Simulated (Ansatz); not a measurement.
# Ti (Fm-3m) in Ansatz: a series of runs

Runs on Ti. Level: PBE. Tasks: phonons, elastic constants.

Everything below comes from runs of Ansatz 0.2.0. Logs are shortened: lines on timing, memory, paths and dates and some standing lists are left out, and cuts for length are marked.

## Step 1: Starting point

Symmetry: Fm-3m, No. 225, cubic system. The conventional cell has a = 4.060 Å, b = 4.060 Å, c = 4.060 Å, α = 90.00°, β = 90.00°, γ = 90.00°. Around Ti (site symmetry m-3m) lie 12 Ti at 2.87 Å.

This isn't the form of Ti at room conditions, which is hcp.

## Step 2: Phonons, PBE

File input.yaml:

```yaml
crystal:
  lattice:
    - [0.0, 2.03, 2.03]
    - [2.03, 0.0, 2.03]
    - [2.03, 2.03, 0.0]
  atoms:
    - { symbol: Ti, position: [0.0, 0.0, 0.0] }
hamiltonian:
  xc: pbe
  pseudopotentials: { kind: paw }
kpoints:
  mp_grid: { grid: [8, 8, 8] }
scf:
  occupations: { method: fermi_dirac, width: 0.05 }
phonons:
  method: dfpt
```

Potentials or basis: Ansatz PAW.

Command:

```console
> ansatz run input.yaml --threads 2 --pin off --max-ram 5632MiB --backend cpu --events-out ev --progress --plain --runs-dir out
```

Log:

```text
Warning: RAYON_NUM_THREADS=2 ignored (pool sized by the plan → 2); use --threads N
Engine: ansatz 0.2.0, aarch64-unknown-linux-gnu
Pseudopotentials: kind: paw
Pseudopotential: Ti, paw, valence charge 12, recommended cutoff 420 eV (normal), Ti.paw.azcp
Functional definition: PBE
  parameter kappa = 0.804
  parameter beta = 0.06672455060314922
  exchange = pbe_x(kappa = kappa, mu = beta*pi^2/3)
  correlation = pbe_c(beta = beta)
Crystal: 1 atoms, lattice volume = 16.731 Å³
Basis set: ecut = 420 eV, 331 PW (Γ), exchange–correlation on 40×40×40 points (8 copies of the dense FFT grid, shifted against one another)
Bands: 10, of which v1, the nominal top of the filled ones, is band 6 counted from 1 (5 counted from 0)
Symmetry: 48 space group operations
k-points: 59 of 512 (irreducible under 8 space group operations, time reversal used)
Non-local potential: Ti, projectors of the file, l = 0: 3, l = 1: 2, l = 2: 3, l = 3: 1
PAW form: soft (Blöchl's): semilocal exchange-correlation on the pseudo side does not see the compensation charge
PAW one-centre angular grid: Ti, 590 points (default); XC on 64 Gauss nodes
Initial density: superposition of atomic densities (neutral atoms: chi_scale 0, normalization atom), corrected by the library's trained network
Initial wavefunctions: pseudopotential atomic-orbital guess
Functional: x = pbe(κ = 0.804, μ = 0.2195149727645171), c = pbe(β = 0.06672455060314922)
SCF iter   1: F=—  HF=-2499.602381 eV  |F-HF|=—  |Δ(HF+E_count)|=         —  Δρ=3.83e-3  dr2=1.11e-3  ethr=1.77e-3  ⟨swp⟩=4.3  Hψ=3077  notcnv=0
preconditioner: auto → none  [metal: Δε(μ)=0.104 eV  Ē_g=4.281 eV  σ=0.050 eV  W_gap=0.48  n_scr=0 (ndim 8)  ℏωp=18.2 eV  f_vac=0.000  D(μ)=1.45/eV (n_scr^D=14)]
SCF iter   2: F=—  HF=-2499.602325 eV  |F-HF|=—  |Δ(HF+E_count)|=   5.59e-5  Δρ=1.88e-3  dr2=2.05e-4  ethr=9.28e-6  ⟨swp⟩=1.0  Hψ=1062  notcnv=0
SCF iter   3: F=—  HF=-2499.602429 eV  |F-HF|=—  |Δ(HF+E_count)|=   1.04e-4  Δρ=5.99e-4  dr2=4.76e-5  ethr=1.71e-6  ⟨swp⟩=2.8  Hψ=930  notcnv=0
SCF iter   4: F=—  HF=-2499.602417 eV  |F-HF|=—  |Δ(HF+E_count)|=   1.19e-5  Δρ=7.12e-5  dr2=4.74e-7  ethr=3.97e-7  ⟨swp⟩=2.9  Hψ=953  notcnv=0
SCF iter   5: F=—  HF=-2499.602414 eV  |F-HF|=—  |Δ(HF+E_count)|=   2.65e-6  Δρ=1.99e-5  dr2=6.70e-8  ethr=3.95e-9  ⟨swp⟩=2.5  Hψ=846  notcnv=0
SCF iter   6: F=—  HF=-2499.602414 eV  |F-HF|=—  |Δ(HF+E_count)|=   1.77e-8  Δρ=6.52e-6  dr2=7.35e-9  ethr=5.58e-10  ⟨swp⟩=2.1  Hψ=706  notcnv=0
SCF iter   7: F=—  HF=-2499.602414 eV  |F-HF|=—  |Δ(HF+E_count)|=   1.98e-9  Δρ=5.66e-7  dr2=5.05e-11  ethr=6.13e-11  ⟨swp⟩=2.6  Hψ=856  notcnv=0
SCF iter   8: F=-2499.602414 eV  HF=-2499.602414 eV  |F-HF|=4.55e-13  |Δ(HF+E_count)|=  9.55e-12  Δρ=3.78e-8  dr2=1.78e-13  ethr=1.00e-12  ⟨swp⟩=4.8  Hψ=1985  notcnv=0
SCF 1 converged in 8 iterations: F = -2499.602414 eV  dr2 = 1.78e-13
DFPT response loops at Γ: preconditioner auto → Kerker (q_TF=auto, 2.581 Å⁻¹) (partly filled bands, converged f_vac=0.000); β = 1.00, the filter's whole step (`scf.mixing.beta` (0.50) is not read by the response loops under this deck's `scf.mixing.preconditioner`; to damp them name `kerker` or `kerker_dos`, under which they read `scf.mixing.beta`, and type it under 1.00, their step now; both keys bind the ground state too); Broyden in place of MSR1
SCF converged after 8 iterations
Free energy (F): -2499.602414 eV
Harris-Foulkes:  -2499.602414 eV  (|F-HF|=4.55e-13)
Internal energy: -2499.589028 eV  (E = F + TS)
E sigma→0 (E₀):  -2499.595721 eV
Entropy (-TS):   -0.013387 eV (-13.387 meV/atom)
Fermi energy:    13.886604 eV
--- Per-component energies (eV) ---
  E_band       = -149.589403
  E_kinetic    = 273.496951
  E_local      = -792.146035  (includes V_loc(G=0)·N_el)
  E_nonlocal   = 8.214880
  E_hartree    = 327.191180
  E_xc         = -97.767085
  E_vxc        = -122.346797  (∫ρ·V_xc dr)
  E_paw        = -1047.774107  (= ΣΔE_a)
  E_vpaw       = -171.190881  (= ΣTr[D̂ρ^β])
  E_aug_tail   = 0.000105  (compensation charges beyond the density's cutoff)
  E_ewald      = -1170.804918
  E_smearing   = -0.013387  (= −TS)
  E_closure    = 0.000000  (closes the sum)
  Σ components = -2499.602414   (vs F -2499.602414, Δ=0.00e0)
--- Band table (eV; the first three rows and the last of 59) ---
  k-point 0: bands = ["-42.7462", "-18.5762", "-18.5762", "-18.5762", "7.7124", "14.7576", "14.7576", "14.7576", "16.4801", "16.4801"]
  k-point 1: bands = ["-42.7254", "-18.6911", "-18.5905", "-18.5905", "8.2236", "14.4554", "14.9253", "14.9253", "16.3839", "16.3839"]
  k-point 2: bands = ["-42.6748", "-18.9627", "-18.6247", "-18.6247", "9.5431", "13.9297", "15.0266", "15.0266", "16.5538", "16.5538"]
  k-point 58: bands = ["-42.5556", "-19.0645", "-19.0645", "-18.8528", "12.2531", "13.4621", "13.4621", "16.0822", "17.9016", "22.5744"]
--- Phonons (Γ-DFPT): 1 representative perturbation + reference, on 59 of 512 k-points (Σ response iterations 3) ---
  k mesh reduced under 8 symmetry operations, with k and −k counted as one. Each operation leaves every solved perturbation unchanged. A smaller set is not used because it would not reduce the number of displacements times k-points to solve
  ASR residual: 6.675e-4 → 0.000e0 eV/Å²; symmetrization residual: 1.313e-19 eV/Å²
  ASR residual per site (eV/Å²): 6.68e-4
  Γ frequencies (cm⁻¹): 0.00 0.00 0.00
  non-analytic LO–TO correction: not included (Born effective charges unavailable; polar crystals: no LO–TO splitting at Γ)
```

Run time: 1.1 s. Hardware: 2 threads of Arm Neoverse V2, shared host; peak memory 0.31 GiB.

Results:

* Free energy: -2499.6024 eV
* Band gap on the k mesh: none (metal or under the smearing width)

## Step 3: Elastic constants, PBE

Edit input.yaml of step 2 so:

```diff
@@ -14,3 +14,7 @@
   occupations: { method: fermi_dirac, width: 0.05 }
-phonons:
-  method: dfpt
+output:
+  forces: true
+  stress: true
+elastic:
+  mode: clamped_ion
+  stencil: two_point
```

Potentials or basis: Ansatz PAW.

Command:

```console
> ansatz run input.yaml --threads 2 --pin off --max-ram 5632MiB --backend cpu --events-out ev --progress --plain --runs-dir out
```

Run time: 2.1 s. Hardware: 2 threads of Arm Neoverse V2, shared host; peak memory 0.28 GiB.

It converged, with:

| Item | Value |
| --- | --- |
| Free energy | -2499.6024 eV |
| Pressure | 4.4 GPa |
| Band gap on the k mesh | none (metal or under the smearing width) |
| Elastic constants C11, C12, C44 | 159, 101, 48 GPa |
| Voigt bulk modulus | 120 GPa |

Levels at points of the mesh, in eV from the Fermi level:
```csv
k point,band 3,band 4,band 5,band 6,band 7,band 8,band 9,band 10
"(0.00, 0.00, 0.00)",-32.46,-32.46,-6.17,0.87,0.87,0.87,2.59,2.59
"(0.00, 0.00, -0.50)",-32.56,-32.56,-2.69,0.70,0.75,0.75,3.72,3.72
"(0.00, -0.50, -0.50)",-32.73,-32.73,-2.73,-1.84,2.98,3.72,4.01,4.01
```

Elastic tensor in Voigt notation (GPa, in the Cartesian axes of the cell as first typed):
```
159 101 101   0   0   0
101 159 101   0   0   0
101 101 159   0   0   0
  0   0   0  48   0   0
  0   0   0   0  48   0
  0   0   0   0   0  48
```

Caveat: the cell is more than 3 GPa from zero pressure, which shifts response properties; elastic constants of metals need much finer meshes, so these are rough.
